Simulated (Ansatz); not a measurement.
CsI:
```
CELL_PARAMETERS angstrom
      4.40138     0.00000     0.00000
      0.00000     4.40138     0.00000
      0.00000     0.00000     4.40138
ATOMIC_POSITIONS crystal
  Cs 0.00000 0.00000 0.00000
  I  0.50000 0.50000 0.50000
```

Relaxed with LDA. Special points in fractions of this cell's reciprocal vectors: Γ (0.000, 0.000, 0.000); X (0.000, 0.500, 0.000); M (0.500, 0.500, 0.000); R (0.500, 0.500, 0.500).

Question: List the band energies nearest the valence-band maximum at these points for plane-wave PAW LDA (Ansatz code).

Answer: In eV from the valence-band maximum; about four levels below and three above (degenerate sets whole), none deeper than 8.9 eV; points with the same levels are listed once.

```json
[
 {"k": "Γ", "below": "-6.90 -6.90 -6.90 -0.06 -0.06 -0.06", "above": "3.80 3.80 3.94"},
 {"k": "X", "below": "-6.79 -6.79 -1.90 -0.31 -0.31", "above": "4.94 6.50 6.76"},
 {"k": "M", "below": "-6.73 -0.93 -0.93 0.00", "above": "3.99 4.80 6.02 6.02"},
 {"k": "R", "below": "-7.25 -7.25 -7.25 -1.64 -1.64 -1.64", "above": "7.38 7.38 7.38"}
]
```

Space group Pm-3m (CsCl type). The cell was relaxed with LDA under the symmetry of its start. Scalar-relativistic: spin–orbit coupling is off unless named, which matters more the heavier the elements.

Potentials: the later of the program's two PAW sets.
